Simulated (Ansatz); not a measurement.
AlN: from a first guess to the relaxed zincblende type

First guess:

```xyz
2
Lattice="0.0000 2.2323 2.2323 2.2323 0.0000 2.2323 2.2323 2.2323 0.0000" Properties=species:S:1:pos:R:3 pbc="T T T"
Al    0.0000    0.0000    0.0000
N     1.1161    1.1161    1.1161
```

Method: DFT, PBE, PAW with Ansatz's default frozen-core files, scalar-relativistic in Ansatz 0.2.0.

Cell and atoms relax within the symmetry of the start on a 13×13×13 k mesh with 0.08 eV Fermi–Dirac smearing.

The start is built from a prototype, known or not as a phase of this compound; the cutoff is 420 eV.

(1) What is the pressure of the first guess?

(2) What does it relax to?

(3) How much energy does the relaxation release?

Results:

(1) -7.38 GPa.

(2) a = 4.403 Å, b = 4.403 Å, c = 4.403 Å, α = 90.00°, β = 90.00°, γ = 90.00° (conventional cell), 10.67 Å³ per atom:
```xyz
2
Lattice="0.0000 2.2016 2.2016 2.2016 0.0000 2.2016 2.2016 2.2016 0.0000" Properties=species:S:1:pos:R:3 pbc="T T T"
Al    0.0000    0.0000    0.0000
N     1.1008    1.1008    1.1008
```

(3) 11 meV/atom.
